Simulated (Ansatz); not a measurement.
# LiF (I4/mcm) at 2 levels of theory

One geometry, relaxed with PBE; plane waves with PAW potentials in Ansatz, scalar-relativistic. No spin polarisation. Gaps are the least over mesh and band path; pressure is positive in compression.

```yaml
crystal:
  lattice:
    - [-3.30851, 3.30851, 2.01831]
    - [3.30851, -3.30851, 2.01831]
    - [3.30851, 3.30851, -2.01831]
  atoms:
    - { symbol: Li, position: [0.85363, 0.64637, 0.50000] }
    - { symbol: Li, position: [0.64637, 0.14637, 0.79274] }
    - { symbol: Li, position: [0.35363, 0.85363, 0.20726] }
    - { symbol: Li, position: [0.14637, 0.35363, 0.50000] }
    - { symbol: F, position: [0.34974, 0.15026, 0.50000] }
    - { symbol: F, position: [0.65026, 0.84974, 0.50000] }
    - { symbol: F, position: [0.15026, 0.65026, 0.80052] }
    - { symbol: F, position: [0.84974, 0.34974, 0.19948] }
```

```
level  cutoff (eV)  k mesh  gap (eV)  pressure (GPa)
  PBE          420   8×8×8      6.91             0.0
```

Problem. What comes out on the same cell with LDA?

Solution.
```json
{"level": "LDA", "cutoff (eV)": "420", "k mesh": "8×8×8", "gap (eV)": "6.67", "pressure (GPa)": "-5.4"}
```

Another cell of LiF relaxed alike, in Fm-3m, lies 21 meV/atom lower, so this cell isn't the stable form at this level.

It was reached by relaxing an invented guess, and it needn't be the stable form of this composition.
